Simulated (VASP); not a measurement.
Runs of VASP 6.6.1 on Ge. The structure is cubic, space group Fd-3m (No. 227). Conventional cell: a = 5.658 Å, b = 5.658 Å, c = 5.658 Å, α = 90.00°, β = 90.00°, γ = 90.00°. Around Ge (site symmetry -43m) lie 4 Ge at 2.45 Å. 

```tsv
task	level	spin	k mesh	smearing	gap on the mesh (eV)	pressure (GPa)
band structure	r2SCAN	off	8 × 8 × 8	fermi-dirac 0.05 eV	(a)	0.6
band structure	rSCAN	off	8 × 8 × 8	fermi-dirac 0.05 eV	0.38	0.8
single point	PBE	off	8 × 8 × 8	gaussian 0.012 eV	0.03	3.5
single point	PBE	off	8 × 8 × 8	gaussian 0.017 eV	0.03	3.5
band structure	r2SCAN	SOC, no magnetisation	6 × 6 × 6	fermi-dirac 0.05 eV	-	0.6
```

Alike in all rows: potentials or basis VASP PAW PBE potentials, release 64 (Ge_d); cell as given; cutoff (eV) 520.

Task: Estimate the missing entries.

Result: (a) 0.40.

Caveats: the PAW data sets were made with another functional, which shifts forces and pressure a little (some runs).

A k mesh can miss the band edges, and rows without SOC leave out spin-orbit coupling on Ge.
